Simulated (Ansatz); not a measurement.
Input, command and steps of an Ansatz relaxation.

```yaml
crystal:
  lattice:
    - [3.612070961, 0.0, 0.0]
    - [-1.8060354805, 3.1281452125, 0.0]
    - [0.0, 0.0, 16.6951570734]
  atoms:
    - { symbol: Tl, position: [0.0, 0.0, 0.0] }
    - { symbol: Tl, position: [0.3333333333, 0.6666666667, 0.1666666667] }
    - { symbol: Tl, position: [0.6666666667, 0.3333333333, 0.3333333333] }
    - { symbol: Tl, position: [0.0, 0.0, 0.5] }
    - { symbol: Tl, position: [0.6666666667, 0.3333333333, 0.6666666667] }
    - { symbol: Tl, position: [0.3333333333, 0.6666666667, 0.8333333333] }
basis:
  ecutwfc: 420
kpoints:
  mp_grid: { grid: [15, 15, 3] }
hamiltonian:
  xc: pbe
scf:
  occupations: { method: gaussian, width: 0.1 }
output:
  forces: true
  stress: true
  eigenvalues: true
  populations: true
relax:
  adjacent_minimum: "off"
  f_tol: 0.01
  max_steps: 45
  cell: { stress_tol: 0.05 }
```

```bash
ansatz run input.yaml --threads 1 --pin off --max-ram 2560MiB --backend cpu --events-out ev --progress --plain --runs-dir out
```

Level of theory: DFT PBE, scalar-relativistic, plane waves, PAW (Ansatz).

Of 6 frames 6 are shown, positions in Å and forces in eV/Å; the SCF threshold varies from step to step. Steps run on the plane waves of an earlier cell, with a Pulay correction in the pressure. The basis is chosen afresh for the last frame, the zero of the energies, and can be on the way; energy and pressure step there, also at an unchanged geometry.

```xyz
6
Lattice="3.6121 0.0000 0.0000 -1.8060 3.1281 0.0000 0.0000 0.0000 16.6952" Properties=species:S:1:pos:R:3:forces:R:3 pbc="T T T" step=1 free_energy_over_end_meV_per_atom=3.52 pressure_GPa=-0.11
Tl    0.0000    0.0000    0.0000    0.0000    0.0000    0.0000
Tl    0.0000    2.0854    2.7825    0.0000    0.0000   -0.0870
Tl    1.8060    1.0427    5.5651    0.0000    0.0000    0.0870
Tl    0.0000    0.0000    8.3476    0.0000    0.0000    0.0000
Tl    1.8060    1.0427   11.1301    0.0000    0.0000   -0.0870
Tl    0.0000    2.0854   13.9126    0.0000    0.0000    0.0870
6
Lattice="3.5967 0.0000 0.0000 -1.7983 3.1148 0.0000 0.0000 0.0000 16.7874" Properties=species:S:1:pos:R:3:forces:R:3 pbc="T T T" step=2 free_energy_over_end_meV_per_atom=1.88 pressure_GPa=-0.04
Tl    0.0000    0.0000    0.0000    0.0000    0.0000    0.0000
Tl    0.0000    2.0766    2.7766    0.0000    0.0000   -0.0200
Tl    1.7983    1.0383    5.6171    0.0000    0.0000    0.0200
Tl    0.0000    0.0000    8.3937    0.0000    0.0000    0.0000
Tl    1.7983    1.0383   11.1703    0.0000    0.0000   -0.0200
Tl    0.0000    2.0766   14.0108    0.0000    0.0000    0.0200
6
Lattice="3.5636 0.0000 0.0000 -1.7818 3.0862 0.0000 0.0000 0.0000 17.0248" Properties=species:S:1:pos:R:3:forces:R:3 pbc="T T T" step=3 free_energy_over_end_meV_per_atom=0.52 pressure_GPa=0.04
Tl    0.0000    0.0000    0.0000    0.0000    0.0000    0.0000
Tl    0.0000    2.0574    2.7984    0.0000    0.0000    0.0340
Tl    1.7818    1.0287    5.7139    0.0000    0.0000   -0.0340
Tl    0.0000    0.0000    8.5124    0.0000    0.0000    0.0000
Tl    1.7818    1.0287   11.3108    0.0000    0.0000    0.0340
Tl    0.0000    2.0574   14.2263    0.0000    0.0000   -0.0340
6
Lattice="3.5451 0.0000 0.0000 -1.7725 3.0701 0.0000 0.0000 0.0000 17.2498" Properties=species:S:1:pos:R:3:forces:R:3 pbc="T T T" step=4 free_energy_over_end_meV_per_atom=-0.01 pressure_GPa=-0.08
Tl    0.0000    0.0000    0.0000    0.0000    0.0000    0.0000
Tl    0.0000    2.0467    2.8483    0.0000    0.0000   -0.0020
Tl    1.7725    1.0234    5.7765    0.0000    0.0000    0.0020
Tl    0.0000    0.0000    8.6249    0.0000    0.0000    0.0000
Tl    1.7725    1.0234   11.4732    0.0000    0.0000   -0.0020
Tl    0.0000    2.0467   14.4014    0.0000    0.0000    0.0020
6
Lattice="3.5380 0.0000 0.0000 -1.7690 3.0640 0.0000 0.0000 0.0000 17.2557" Properties=species:S:1:pos:R:3:forces:R:3 pbc="T T T" step=5 free_energy_over_end_meV_per_atom=-0.07 pressure_GPa=0.02
Tl    0.0000    0.0000    0.0000    0.0000    0.0000    0.0000
Tl    0.0000    2.0427    2.8494    0.0000    0.0000   -0.0010
Tl    1.7690    1.0213    5.7785    0.0000    0.0000    0.0010
Tl    0.0000    0.0000    8.6278    0.0000    0.0000    0.0000
Tl    1.7690    1.0213   11.4772    0.0000    0.0000   -0.0010
Tl    0.0000    2.0427   14.4063    0.0000    0.0000    0.0010
6
Lattice="3.5380 0.0000 0.0000 -1.7690 3.0640 0.0000 0.0000 0.0000 17.2557" Properties=species:S:1:pos:R:3:forces:R:3 pbc="T T T" step=6 free_energy_over_end_meV_per_atom=0.00 pressure_GPa=0.01
Tl    0.0000    0.0000    0.0000    0.0000    0.0000    0.0000
Tl    0.0000    2.0427    2.8494    0.0000    0.0000   -0.0010
Tl    1.7690    1.0213    5.7785    0.0000    0.0000    0.0010
Tl    0.0000    0.0000    8.6278    0.0000    0.0000    0.0000
Tl    1.7690    1.0213   11.4772    0.0000    0.0000   -0.0010
Tl    0.0000    2.0427   14.4063    0.0000    0.0000    0.0010
```

The run took 85 s on 1 thread of Intel(R) Xeon(R) 6975P-C (Granite Rapids) (shared host), peak memory 0.68 GiB.

Spin–orbit coupling is left out, which can shift energies with elements as heavy as these.